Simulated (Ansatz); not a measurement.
# The perfect Nb wire along [100], 9 atoms a period, part 2 of 2

What gap, if any, does the Nb wire along [100], 9 atoms a period have, and how many channels would it open?

Ansatz 0.2.0; DFT PBE, plane waves, PAW; relaxation of a wire's period; PAW set soft_1 (the session's first sound run).

So far: The starting structure; Relaxation of atoms and period.

### Step 2. Relaxation of atoms and period (continued)

Relaxation path:

```
step  energy less that of the first step (eV)  largest force component (eV/Å)  pressure (GPa)  volume (Å³)
   1                                   0.0000                          1.8383           -4.58       596.12
   2                                  -1.3371                          0.2584           -0.38       574.99
   3                                  -1.3157                          0.2823            0.15       545.27
   4                                  -1.4383                          0.0178           -0.06       561.38
   5                                  -1.4385                          0.0069            0.02       560.89
  6*                                  -1.4374                          0.0070            0.02       560.89
```

Relaxation steps marked * repeat the geometry before them on a plane-wave basis chosen anew for their cell, so energy and pressure can jump there. Relaxation step 3 was tried and not accepted.

Forces are held to the 16 operations that the run works with; a distortion that breaks them can't arise in this run.

```
cell as run  before  after  change
      c (Å)   3.310  3.114  -5.9 %
```

The atoms that moved most (Å, along periodic axes as changes of fractional coordinates times the final cell, across vacuum about the mean position):

```
atom      dx      dy     dz  length
 Nb4   0.000  -0.194  0.000   0.194
 Nb5  -0.194   0.000  0.000   0.194
 Nb2   0.000   0.194  0.000   0.194
 Nb1   0.194   0.000  0.000   0.194
```

The relaxed structure:

```cif
data_structure
_symmetry_space_group_name_H-M 'P 1'
_symmetry_Int_Tables_number 1
_cell_length_a 13.4200
_cell_length_b 13.4200
_cell_length_c 3.1144
_cell_angle_alpha 90.000
_cell_angle_beta 90.000
_cell_angle_gamma 90.000
_cell_volume 560.89
loop_
_atom_site_label
_atom_site_type_symbol
_atom_site_fract_x
_atom_site_fract_y
_atom_site_fract_z
_atom_site_occupancy
Nb1 Nb 0.26784 0.50000 0.00000 1
Nb2 Nb 0.50000 0.26784 0.00000 1
Nb3 Nb 0.50000 0.50000 0.00000 1
Nb4 Nb 0.50000 0.73216 0.00000 1
Nb5 Nb 0.73216 0.50000 0.00000 1
Nb6 Nb 0.37669 0.37669 0.50000 1
Nb7 Nb 0.37669 0.62331 0.50000 1
Nb8 Nb 0.62331 0.37669 0.50000 1
Nb9 Nb 0.62331 0.62331 0.50000 1
```

This step gave:

```
energy at zero smearing    : -40959.2822 eV
cell length along the wire : 3.114 Å
```

The cell's length comes to 3.114 Å with spin left out.

### Step 3. The wire at its relaxed period

This step: DFT PBE, plane waves, PAW; bands of a perfect wire; PAW set soft_1 (Ansatz 0.2.0).

At the relaxed period the bands are computed along the axis; those that cross an energy going forward count the channels that a perfect wire would open there.

File input.yaml:

```yaml
crystal:
  lattice:
    - [13.42, 0.0, 0.0]
    - [0.0, 13.42, 0.0]
    - [0.0, 0.0, 3.1144135943]
  atoms:
    - { symbol: Nb, position: [0.26784012, 0.5, 0.0] }
    - { symbol: Nb, position: [0.5, 0.26784012, 0.0] }
    - { symbol: Nb, position: [0.5, 0.5, 0.0] }
    - { symbol: Nb, position: [0.5, 0.73215988, 0.0] }
    - { symbol: Nb, position: [0.73215988, 0.5, 0.0] }
    - { symbol: Nb, position: [0.376690872, 0.376690872, 0.5] }
    - { symbol: Nb, position: [0.376690872, 0.623309128, 0.5] }
    - { symbol: Nb, position: [0.623309128, 0.376690872, 0.5] }
    - { symbol: Nb, position: [0.623309128, 0.623309128, 0.5] }
kpoints:
  mp_grid: { grid: [1, 1, 26] }
  band_path: { path: ["Γ", Z], npoints: 90 }
scf:
  occupations: { method: fermi_dirac, width: 0.05 }
hamiltonian:
  xc: pbe
  pseudopotentials: { kind: paw, azcp: { folder: soft_1 } }
output:
  dos: { e_range: [-5, 4] }
  write_potential: true
  write_density: true
  volumetric_format: npy
```

The run is started by

```sh
ansatz run input.yaml --threads 4 --pin off --max-ram 16384MiB --backend cpu --events-out ev --progress --plain --runs-dir out
```

Numbers of over 12 decimals in the logs are rounded to 6 here.

Log:

```text
[...]
Crystal: 9 atoms, lattice volume = 560.895 Å³
Basis set: ecut = 420 eV, 10975 PW (Γ)
Bands: 71, of which v1, the nominal top of the filled ones, is band 59 counted from 1 (58 counted from 0)
Symmetry: 16 space group operations
[...]
k-points: 14 of 26
[...]
SCF iter   1: F=—  HF=-40970.544477 eV  |F-HF|=—  |Δ(HF+E_count)|=         —  Δρ=4.96e-2  dr2=8.30e1  ethr=3.10e-3  ⟨swp⟩=10.0  Hψ=4717  notcnv=0  defer=1
[...]
SCF iter  11: F=-40959.343665 eV  HF=-40959.343665 eV  |F-HF|=2.83e-8  |Δ(HF+E_count)|=   3.11e-7  Δρ=1.97e-6  dr2=2.60e-8  ethr=8.55e-11  ⟨swp⟩=13.7  Hψ=3708  notcnv=0
SCF 1 converged in 11 iterations: F = -40959.343665 eV  dr2 = 2.60e-8
[...]
NSCF: frozen V_eff on 91 k-points
WARN: The output density's exchange-correlation potential varies sharply where the density is thin. Do not read a vacuum level from v_tot or v_xc, or from such a field of the output density. On a cell that repeats whose density bears no net charge and no dipole along the vacuum's axis use v_es (v_loc + v_h of the components); under efield.dipole_correction with no amplitude use v_es + v_field, which holds any externa [...]
SCF converged after 11 iterations
Free energy (F): -40959.343665 eV
[...]
Internal energy: -40959.235896 eV  (E = F + TS)
E sigma→0 (E₀):  -40959.289780 eV
Entropy (-TS):   -0.107769 eV (-11.974 meV/atom)
Fermi energy:    2.608978 eV
[...]
--- Band table (eV; the first three rows and the last of 14) ---
  k-point 0: bands = [... 55 lower, 2.1381, 2.1445, 2.5380, 2.9546, 3.0691, 3.0691, 3.0935, 3.2248, ... 8 higher]
  k-point 1: bands = [... 55 lower, 2.1607, 2.3882, 2.6558, 2.8733, 3.0425, 3.0425, 3.0511, 3.2757, ... 8 higher]
  k-point 2: bands = [... 55 lower, 2.2081, 2.6626, 2.6760, 2.8791, 2.9441, 2.9646, 2.9646, 3.3865, ... 8 higher]
  k-point 13: bands = [... 55 lower, 2.1018, 2.4228, 2.7453, 2.7453, 3.0712, 3.1414, 3.7448, 3.7448, ... 8 higher]
```

Wall time 43 s (4 threads of Arm Neoverse V1, shared host); peak memory 2.1 GiB; 2.9 min of CPU time.

This step gave:

* energy at zero smearing: -40959.2898 eV
* band gap: 0 eV

The electronic bands at the labelled points (eV, zero at the Fermi level):

```
  point  band 56  band 57  band 58  band 59  band 60  band 61  band 62  band 63
      Γ    -0.47    -0.46    -0.07     0.35     0.46     0.46     0.48     0.62
halfway    -0.39    -0.38    -0.38    -0.37    -0.19     0.23     0.31     0.57
      Z    -0.51    -0.19     0.14     0.14     0.46     0.53     1.14     1.14
```

Between Γ and Z the bands cross the Fermi level 13 times, so a perfect wire would conduct at least 13 G₀, with spin left out.

### Step 4. Outcome

| Property | Result |
| --- | --- |
| cell length, PBE | 3.114 Å |
| ballistic conductance by band crossings, a lower bound, PBE | 13 G₀ |

**Reading.** Under PBE the cell's length is 3.11 Å, and the bands cross the Fermi level 13 times between Γ and Z, which gives a perfect wire at least 13 G₀ (opposite crossings within one step of the path cancel in such a count). No spin was allowed, though thin wires with open d shells can turn magnetic.

[Logs are printed without paths, hosts, clocks, repeated set-up lines and the standing remarks that a program may print on its own settings, such as how far it seeks lower states.]

[Hosts, paths, dates, database ids (printed as entryN), source tags and the programs' standing remarks are cut or masked in the printed files.]
